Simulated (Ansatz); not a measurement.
# Pd under changes of volume

One of the cells (14.750 Å³/atom); the others are scaled copies at fixed shape and fractional positions:

```
CELL_PARAMETERS angstrom
0.00000 1.94650 1.94650
1.94650 0.00000 1.94650
1.94650 1.94650 0.00000
ATOMIC_POSITIONS crystal
Pd 0.00000 0.00000 0.00000
```

```yaml
Program: Ansatz 0.2.0
Functional: PBEsol
Potentials_or_basis: all-electron LAPW, scalar-relativistic
Cutoff: 286 eV (chosen from the basis error)
Basis_error_allowed: 0.0005 eV/atom
k_mesh: 12 × 12 × 12
Occupations: fermi-dirac, width 0.05 eV
Spin: no spin polarisation
```

```csv
volume (Å³/atom),energy over the lowest point (meV/atom),pressure (GPa)
13.865,20.78,10.9
14.160,5.84,5.7
14.455,0.00,1.1
14.750,2.11,-3.0
15.045,?,?
15.340,26.21,-9.5
15.635,46.54,-12.2
```

**Question.** What does the run at 15.045 Å³/atom give?

**Answer.** Energy over the lowest point 11.16 meV/atom; pressure -6.5 GPa.

Worked out: A Birch-Murnaghan fit of order 3 (a polynomial in V^(-2/3)) to the other rows has its minimum at 14.52 Å³/atom with B0 = V·E''(V) = 206 GPa and B' = 5.7. It gives 11.14 meV/atom at 15.045 Å³/atom, against the run's 11.16, and -dE/dV = -6.6 GPa, against -6.5.

Energies are extrapolated to zero smearing.
